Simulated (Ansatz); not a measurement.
**Zone-centre phonons of GaSb at -1 GPa: input and output**

Computed with DFT PBE, scalar-relativistic, plane waves, PAW (Ansatz).

Launched with:
```bash
ansatz run input.yaml --threads 1 --pin off --max-ram 3072MiB --backend cpu --events-out ev --progress --plain --runs-dir out
```

Input (bare energies are in eV):
```yaml
crystal:
  lattice:
    - [0.0, 3.1330466061, 3.1330466061]
    - [3.1330466061, 0.0, 3.1330466061]
    - [3.1330466061, 3.1330466061, 0.0]
  atoms:
    - { symbol: Ga, position: [0.0, 0.0, 0.0] }
    - { symbol: Sb, position: [0.75, 0.75, 0.75] }
basis:
  ecutwfc: 420
kpoints:
  mp_grid: { grid: [12, 12, 12] }
hamiltonian:
  xc: pbe
scf:
  occupations: { method: fermi_dirac, width: 0.15 }
output:
  eigenvalues: true
phonons:
  method: dfpt
  eigenvectors: true
```

Results section of the output:
```
--- Phonons (Γ-DFPT): 2 representative perturbations + reference, on 163 of 1728 k-points (Σ response iterations 6) ---
  k mesh reduced under 8 symmetry operations, with k and −k counted as one. Each operation leaves every solved displacement unchanged or reverses it
  ASR residual: 2.565e-5 → 0.000e0 eV/Å²; symmetrization residual: 1.572e-5 eV/Å²
  ASR residual per site (eV/Å²): 2.56e-5 7.51e-6
  Γ frequencies (cm⁻¹): 0.00 0.00 0.00 200.78 200.78 200.78
  non-analytic LO–TO correction: not included (Born effective charges unavailable; polar crystals: no LO–TO splitting at Γ)
```

Time: 75 s on 1 thread of Arm Neoverse V1, on a shared host, peak memory 0.81 GiB.

Without a gap, frequencies and elastic constants depend on the k mesh and the smearing, soft modes and shear constants most.

The bands only touch here, so at this level the crystal is a zero-gap semiconductor or semimetal, not an ordinary metal; spin–orbit coupling, left out, can open or move such a gap.